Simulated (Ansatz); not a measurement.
Crystal: Mo.

```
Mo
1.0
    -1.58381    1.58381    1.58381
     1.58381   -1.58381    1.58381
     1.58381    1.58381   -1.58381
Mo
1
Cartesian
  0.0000 0.0000 0.0000
```

A run of Ansatz 0.2.0 on this cell left the log below. Logs are shortened: lines on timing, memory, paths and dates and some standing lists are left out, and cuts for length are marked.

```text
Warning: RAYON_NUM_THREADS=1 ignored (pool sized by the plan → 1); use --threads N
LAPW: plane waves up to 8.080 Å⁻¹, error target 1.0e-3 eV per atom; small_component_spin mean_spin; Mo in spheres of 1.372 Å, 30 of its electrons in bands, Dirac shells [] (how accurate: hamiltonian.pseudopotentials.lapw.basis_error, Limitations)
Engine: ansatz 0.2.0, aarch64-unknown-linux-gnu
Pseudopotentials: kind: all_electron
Pseudopotential: Mo, LAPW, valence charge 30, lapw/all_electron/scalar/gaussian/Mo, Koelling and Harmon's equation, gaussian nucleus
Functional definition: PBE
  parameter kappa = 0.804
  parameter beta = 0.06672455060314922
  exchange = pbe_x(kappa = kappa, mu = beta*pi^2/3)
  correlation = pbe_c(beta = beta)
Crystal: 1 atoms, lattice volume = 15.892 Å³
Basis set: ecut = 248.74271778401786 eV, 141 PW (Γ), exchange–correlation at level 2
Bands: 19, of which v1, the nominal top of the filled ones, is band 15 counted from 1 (14 counted from 0)
Symmetry: 48 space group operations
Space group: Im-3m (ITA 229), of the structure as read, at distance tolerance 2.5e-5 Å
k-points: 72 of 1728
Non-local potential: Mo, projectors of the file, none
Initial density: superposition of atomic densities (chi_scale 0.1, normalization cell)
Initial wavefunctions: plane waves of lowest kinetic energy (no species holds an atomic orbital)
Functional: x = pbe(κ = 0.804, μ = 0.2195149727645171), c = pbe(β = 0.06672455060314922)
iter 1 solved again at ethr=8.97e-4 eV; its pass at ethr=1.00e-1 eV (dr2=2.69e-1 eV) is discarded
SCF iter   1: F=—  HF=-110178.473302 eV  |F-HF|=—  |Δ(HF+E_count)|=         —  Δρ=5.38e-2  dr2=2.70e-1  ethr=8.97e-4  ⟨swp⟩=2.4  Hψ=8412  notcnv=0
preconditioner: auto → Kerker (q_TF=auto, 3.033 Å⁻¹)  [metal: Δε(μ)=0.004 eV  Ē_g=8.502 eV  σ=0.028 eV  W_gap=0.08  n_scr=12 (ndim 8)  ℏωp=22.8 eV  f_vac=0.000  D(μ)=0.84/eV (n_scr^D=12)]
SCF iter   2: F=—  HF=-110177.879654 eV  |F-HF|=—  |Δ(HF+E_count)|=   5.94e-1  Δρ=2.27e-2  dr2=5.76e-2  ethr=8.97e-4  ⟨swp⟩=2.2  Hψ=4237  notcnv=0
preconditioner: auto → none  [insulator: Δε(μ)=0.102 eV  Ē_g=8.229 eV  σ=0.028 eV  W_gap=0.76  n_scr=12 (ndim 8)  ℏωp=22.8 eV  f_vac=0.000  D(μ)=0.47/eV (n_scr^D=0)  ε∞_Penn≈8.7]
SCF iter   3: F=—  HF=-110177.861426 eV  |F-HF|=—  |Δ(HF+E_count)|=         —  Δρ=8.72e-3  dr2=8.91e-3  ethr=1.92e-4  ⟨swp⟩=2.0  Hψ=4097  notcnv=0  defer=1
the basis was enlarged: its passes take 557.4 KiB over the memory plan, 1 of 1 planned eigensolver slots
iter 4 solved again at ethr=2.10e-7 eV; its pass at ethr=2.97e-5 eV (dr2=6.29e-5 eV) is discarded
SCF iter   4: F=—  HF=-110177.861497 eV  |F-HF|=—  |Δ(HF+E_count)|=   7.09e-5  Δρ=7.27e-4  dr2=6.25e-5  ethr=2.10e-7  ⟨swp⟩=2.0  Hψ=6702  notcnv=0
SCF iter   5: F=—  HF=-110177.861487 eV  |F-HF|=—  |Δ(HF+E_count)|=   9.84e-6  Δρ=6.42e-5  dr2=3.38e-7  ethr=2.08e-7  ⟨swp⟩=2.0  Hψ=3962  notcnv=0
SCF iter   6: F=-110177.861488 eV  HF=-110177.861488 eV  |F-HF|=2.76e-10  |Δ(HF+E_count)|=   2.88e-7  Δρ=2.30e-6  dr2=5.55e-10  ethr=1.13e-9  ⟨swp⟩=3.0  Hψ=4090  notcnv=0
SCF 1 converged in 6 iterations: F = -110177.861488 eV  dr2 = 5.55e-10
SCF converged after 6 iterations
Free energy (F): -110177.861488 eV
Harris-Foulkes:  -110177.861488 eV  (|F-HF|=2.76e-10)
Internal energy: -110177.861323 eV  (E = F + TS)
E sigma→0 (E₀):  -110177.861405 eV
Entropy (-TS):   -0.000165 eV (-0.165 meV/atom)
Fermi energy:    22.952306 eV
--- Per-component energies (eV) ---
  E_band       = -4093.168584
  E_kinetic    = 114177.353578
  E_xc         = -3370.963286
  E_electrostatic = -220984.251615  (all electrons and nuclei)
  E_smearing   = -0.000165  (= −TS)
  E_closure    = 0.000000  (closes the sum)
  E_atoms      = -110166.923224  (free atoms, spherical and without spin; not in F)
  Σ components = -110177.861488   (vs F -110177.861488, Δ=0.00e0)
  Basis errors (estimates in eV, not in F): energy 2.5e-4 per atom: plane waves 2.0e-4 (1.0e-4 summed), levels above the bands 0.0e0, relativity 6.3e-8, radial functions 4.5e-5, core shells 1.4e-7; eigenvalues (radial functions only) 2.2e-6; not estimated: angular momenta, meshes, grids; target (lapw.basis_error) 1.0e-3; muffin-tin radii Mo 1.372 Å
--- Forces (eV/Å), atoms counted from 1 ---
  atom   1  Mo     0.00000000    -0.00000000    -0.00000000
  max |Σ_I F_I| component: 5.59e-31 eV/Å
--- Stress (GPa, compression-positive) ---
       -1.925715      -0.000000      -0.000000
       -0.000000      -1.925715       0.000000
       -0.000000       0.000000      -1.925715
  P = ⅓ Tr σ = -1.9257 GPa (-19.257 kbar)
--- Band table (eV; the first three rows and the last of 72) ---
  k-point 0: bands = ["-352.8968", "-352.8968", "-352.8968", "-194.7959", "-194.7959", "-194.7670", "-194.7670", "-194.7670", "-38.2726", "-11.5682", "-11.5682", "-11.5682", "15.8337", "21.6763", "21.6763", "21.6763", "24.6390", "24.6390", "37.6746"]
  k-point 1: bands = ["-352.8968", "-352.8968", "-352.8968", "-194.7959", "-194.7959", "-194.7670", "-194.7670", "-194.7670", "-38.2563", "-11.6632", "-11.5977", "-11.5689", "16.1318", "21.5103", "21.6450", "21.9571", "24.4086", "24.6446", "37.8848"]
  k-point 2: bands = ["-352.8968", "-352.8968", "-352.8968", "-194.7959", "-194.7959", "-194.7670", "-194.7670", "-194.7670", "-38.2118", "-11.9178", "-11.6773", "-11.5707", "16.9215", "21.0881", "21.4985", "22.7732", "24.0832", "24.6835", "38.1754"]
  k-point 71: bands = ["-352.8968", "-352.8968", "-352.8968", "-194.7959", "-194.7959", "-194.7670", "-194.7670", "-194.7670", "-37.8510", "-12.4864", "-12.4864", "-12.4864", "17.6971", "17.6971", "26.8928", "26.8928", "26.8928", "31.9300", "31.9300"]
```

**Question.** What input gives this log?

**Answer.** Single point with PBE, no spin polarisation. The files as run (others can give the same):

input.yaml
```yaml
crystal:
  lattice:
    - [-1.5838089719, 1.5838089719, 1.5838089719]
    - [1.5838089719, -1.5838089719, 1.5838089719]
    - [1.5838089719, 1.5838089719, -1.5838089719]
  atoms:
    - { symbol: Mo, position: [0.0, 0.0, 0.0] }
kpoints:
  mp_grid: { grid: [12, 12, 12] }
scf:
  occupations: { method: gaussian, width: 0.028 }
hamiltonian:
  xc: pbe
  pseudopotentials: { kind: all_electron, lapw: { basis_error: 0.001 } }
output:
  forces: true
  stress: true
  eigenvalues: true
```

Potentials or basis: all-electron LAPW, scalar-relativistic.
Command:
```console
$ ansatz run input.yaml --threads 1 --pin off --max-ram 3072MiB --backend cpu --events-out ev --progress --plain --runs-dir out
```
